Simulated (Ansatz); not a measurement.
# Preparing Al2O3 (R-3c) as a host crystal, part 2 of 2

Before any defect goes in: Al2O3 (R-3c) at rest, and how it screens a charge.

Ansatz 0.2.0; plane-wave PAW DFT, LDA; relaxation of the host's cell and atoms (the session's first sound run).

So far: The starting structure; Host cell relaxation. The relaxed cell has a = 4.729, c = 12.892 Å (conventional setting).

### 3. Dielectric tensors of the host

The response to a uniform electric field gives the electronic dielectric tensor.

This step: plane-wave PAW DFPT, LDA; dielectric tensors, Born charges and zone-centre modes of the host (Ansatz 0.2.0).

eps/input.yaml reads:

```yaml
crystal:
  lattice:
    - [2.3646208185, 1.3652144661, 4.2972707115]
    - [-2.3646208185, 1.3652144661, 4.2972707115]
    - [0.0, -2.7304289322, 4.2972707115]
  atoms:
    - { symbol: Al, position: [0.6479746036, 0.6479746036, 0.6479746036] }
    - { symbol: Al, position: [0.8520253964, 0.8520253964, 0.8520253964] }
    - { symbol: Al, position: [0.1479746036, 0.1479746036, 0.1479746036] }
    - { symbol: Al, position: [0.3520253964, 0.3520253964, 0.3520253964] }
    - { symbol: O, position: [0.4441413557, 0.0558586443, 0.75] }
    - { symbol: O, position: [0.9441413557, 0.25, 0.5558586443] }
    - { symbol: O, position: [0.0558586443, 0.75, 0.4441413557] }
    - { symbol: O, position: [0.75, 0.4441413557, 0.0558586443] }
    - { symbol: O, position: [0.25, 0.5558586443, 0.9441413557] }
    - { symbol: O, position: [0.5558586443, 0.9441413557, 0.25] }
basis:
  ecutwfc: 420
hamiltonian:
  xc: lda
kpoints:
  mp_grid: { grid: [6, 6, 6] }
scf:
  occupations: { method: fixed }
  max_iter: 100
phonons:
  method: dfpt
  dielectric: true
  rigid_motions: translations
```

The run is started by

```console
ansatz run input.yaml --threads 4 --pin off --max-ram 6594MiB --backend cpu --events-out ev --progress --plain --runs-dir out
```

Numbers of over 12 decimals in the logs are rounded to 6 here.

Log:

```text
[...]
Crystal: 10 atoms, lattice volume = 83.235 Å³
Basis set: ecut = 420 eV, 1593 PW (Γ), exchange–correlation on 72×72×72 points (8 copies of the dense FFT grid, shifted against one another)
Bands: 34, of which v1, the nominal top of the filled ones, is band 24 counted from 1 (23 counted from 0)
Symmetry: 12 space group operations
k-points: 112 of 216 (irreducible under 1 space group operation, time reversal used)
[...]
SCF iter   1: F=—  HF=-5399.923521 eV  |F-HF|=—  |Δ(HF+E_count)|=         —  Δρ=1.73e-2  dr2=2.14e-1  ethr=1.77e-3  ⟨swp⟩=5.2  Hψ=15468  notcnv=0  defer=837
[...]
SCF iter   8: F=-5399.856377 eV  HF=-5399.856377 eV  |F-HF|=1.82e-12  |Δ(HF+E_count)|=  6.37e-12  Δρ=6.39e-8  dr2=2.49e-12  ethr=1.00e-12  ⟨swp⟩=15.4  Hψ=26117  notcnv=0
SCF 1 converged in 8 iterations: F = -5399.856377 eV  dr2 = 2.49e-12
[...]
NSCF: frozen V_eff on 6 k-points
DFPT response loops at Γ: preconditioner auto → none (the input reference at scf.mixing.eps_inf says where Resta's filter doesn't serve); β = 0.50; Broyden in place of MSR1
SCF converged after 8 iterations
Free energy (F): -5399.856377 eV
[...]
Internal energy: -5399.856377 eV  (E = F + TS)
E sigma→0 (E₀):  -5399.856377 eV
Fermi energy:    7.667657 eV
[...]
--- Band table (eV; the first three rows and the last of 112) ---
[...]
[... further k-points left out ...]
--- Phonons (Γ-DFPT): 5 representative perturbations + reference, on 112 of 216 k-points (Σ response iterations 19) ---
  k mesh reduced under 1 symmetry operation, with k and −k counted as one. Each operation leaves every solved perturbation unchanged. A smaller set is not considered because the run solves the response to a homogeneous field
  ASR residual: 2.007e-5 → 0.000e0 eV/Å²; symmetrization residual: 3.205e-6 eV/Å²
  ASR residual per site (eV/Å²): 5.29e-6 5.29e-6 5.29e-6 5.29e-6 2.01e-5 2.01e-5 2.01e-5 2.01e-5 2.01e-5 2.01e-5
  Γ frequencies (cm⁻¹): 0.00 0.00 0.00 309.28 372.92 372.92 387.75 387.75 395.28 417.57 433.67 433.67 437.62 437.62 444.81 444.81 525.73 574.15 574.15 575.72 575.72 585.60 601.97 630.69 630.69 641.19 689.99 748.95 748.95 749.59
  ε∞ (high-frequency dielectric tensor):
        3.246130     0.000000     0.000000
        0.000000     3.246130     0.000000
       -0.000000     0.000000     3.206440
  ε⁰ (static dielectric tensor: ions relaxed, cell fixed):
        9.372798    -0.000000    -0.000000
       -0.000000     9.372798     0.000000
       -0.000000     0.000000    11.307096
  ε⁰ − ε∞ (ionic part):
        6.126668    -0.000000    -0.000000
       -0.000000     6.126668     0.000000
       -0.000000     0.000000     8.100657
  softest optical mode at Γ: 309.28 cm⁻¹; the repairs (sum rule, projections) moved no ω² at Γ by more than (1.41 cm⁻¹)²
  Born effective charges Z* (e; rows j = field, columns β = displacement):
    site 0:
         2.96575   -0.02726    0.00000
         0.02726    2.96575    0.00000
         0.00000    0.00000    2.93250
    site 1:
         2.96575    0.02726    0.00000
        -0.02726    2.96575    0.00000
        -0.00000    0.00000    2.93250
    site 2:
         2.96575    0.02726    0.00000
        -0.02726    2.96575    0.00000
        -0.00000    0.00000    2.93250
    site 3:
         2.96575   -0.02726    0.00000
         0.02726    2.96575    0.00000
         0.00000    0.00000    2.93250
    site 4:
        -2.07678   -0.00000    0.00000
         0.00000   -1.87755    0.26093
         0.00000    0.35258   -1.95500
    site 5:
        -1.92736   -0.08627    0.22598
        -0.08627   -2.02697   -0.13047
         0.30534   -0.17629   -1.95500
    site 6:
        -1.92736   -0.08627    0.22598
        -0.08627   -2.02697   -0.13047
         0.30534   -0.17629   -1.95500
    site 7:
        -1.92736    0.08627   -0.22598
         0.08627   -2.02697   -0.13047
        -0.30534   -0.17629   -1.95500
    site 8:
        -1.92736    0.08627   -0.22598
         0.08627   -2.02697   -0.13047
        -0.30534   -0.17629   -1.95500
    site 9:
        -2.07678   -0.00000    0.00000
         0.00000   -1.87755    0.26093
        -0.00000    0.35258   -1.95500
  Z* charge neutrality: 1.947e-5 e pre-enforcement
  k-mesh period / interband length: 28.4 Å / 1.22 Å = 23.21 at k = (0.0000, 0.0000, 0.0000), direct gap 6.431 eV — 14 or more, which is no proof of convergence
  optical modes at Γ without the LO–TO term, one row a degenerate level:
      ω (cm⁻¹)  modes    IR ((D/Å)²/amu)
        309.28      1             0.0000
        372.92      2             0.0000
        387.75      2             3.3640
        395.28      1            37.5400
        417.57      1             0.0000
        433.67      2             0.0000
        437.62      2            36.7958
        444.81      2             0.0000
        525.73      1             0.0000
        574.15      2            79.6953
        575.72      2             0.0000
        585.60      1            26.0166
        601.97      1             0.0000
        630.69      2             8.7224
        641.19      1             0.0000
        689.99      1             0.0000
        748.95      2             0.0000
        749.59      1             0.0000
  optical modes at Γ + LO–TO along q̂ = [1.0000, 0.0000, 0.0000]:
      ω (cm⁻¹)  modes    IR ((D/Å)²/amu)
        309.28      1             0.0000
        372.92      2             0.0000
        387.75      1             1.6820
        390.33      1             0.0372
        395.28      1            37.5400
        417.57      1             0.0000
        433.67      2             0.0000
        437.62      1            18.3979
        444.81      2             0.0000
        476.44      1             0.8524
        525.73      1             0.0000
        574.15      1            39.8476
        575.72      2             0.0000
        585.60      1            26.0166
        601.97      1             0.0000
        625.13      1             0.1595
        630.69      1             4.3612
        641.19      1             0.0000
        689.99      1             0.0000
        748.95      2             0.0000
        749.59      1             0.0000
        898.13      1            63.2396
  optical modes at Γ + LO–TO along q̂ = [0.0000, 1.0000, 0.0000]:
      ω (cm⁻¹)  modes    IR ((D/Å)²/amu)
        309.28      1             0.0000
        372.92      2             0.0000
        387.75      1             1.6820
        390.33      1             0.0372
        395.28      1            37.5400
        417.57      1             0.0000
        433.67      2             0.0000
        437.62      1            18.3979
        444.81      2             0.0000
        476.44      1             0.8524
        525.73      1             0.0000
        574.15      1            39.8476
        575.72      2             0.0000
        585.60      1            26.0166
        601.97      1             0.0000
        625.13      1             0.1595
        630.69      1             4.3612
        641.19      1             0.0000
        689.99      1             0.0000
        748.95      2             0.0000
        749.59      1             0.0000
        898.13      1            63.2396
  optical modes at Γ + LO–TO along q̂ = [0.0000, 0.0000, 1.0000]:
      ω (cm⁻¹)  modes    IR ((D/Å)²/amu)
        309.28      1             0.0000
        372.92      2             0.0000
        387.75      2             3.3640
        417.57      1             0.0000
        433.67      2             0.0000
        437.62      2            36.7958
        444.81      2             0.0000
        499.35      1             2.1444
        525.73      1             0.0000
        574.15      2            79.6953
        575.72      2             0.0000
        601.97      1             0.0000
        630.69      2             8.7224
        641.19      1             0.0000
        689.99      1             0.0000
        748.95      2             0.0000
        749.59      1             0.0000
        870.48      1            61.4122
```

Wall time 78 s (4 threads of Arm Neoverse V2, shared host); peak memory 1.4 GiB.

In the SCF lines HF is the Harris–Foulkes energy and dr2 the Hartree energy of the density residual, in eV; the loop may stop once dr2 is under the threshold and the program's other checks hold. Hψ counts applications of the Hamiltonian.

Electronic dielectric tensor:

```
3.25 0.00 0.00
0.00 3.25 0.00
0.00 0.00 3.21
```

Static dielectric tensor:

```
 9.37  0.00  0.00
 0.00  9.37  0.00
 0.00  0.00 11.31
```

The principal values of the electronic dielectric tensor are 3.21, 3.25 and 3.25. The principal values of the static dielectric tensor are 9.37, 9.37 and 11.31.

### 4. Summary of results

| Quantity | Value |
| --- | --- |
| primitive cell vectors, lengths | 5.091, 5.091, 5.091 Å |
| electronic dielectric constant | principal values (3.21, 3.25, 3.25) |
| static dielectric constant | principal values (9.37, 9.37, 11.31) |
| gap on the k-mesh of the response run (LDA) | 6.43 eV |

The cell shrank by 4.8 % in volume. The k-mesh can miss the band edges, so this gap is an upper bound at this level. All at zero temperature.

[Logs are printed without paths, hosts, clocks, repeated set-up lines and the standing remarks that a program may print on its own settings, such as how far it seeks lower states.]

[Hosts, paths, dates, database ids (printed as entryN), source tags and the programs' standing remarks are cut or masked in the printed files.]

[Runs of the host that timed out are not shown.]

[For some hosts the program warned that the k-mesh of the response run may be too coarse for force constants and the static dielectric constant; such warnings are not always shown.]
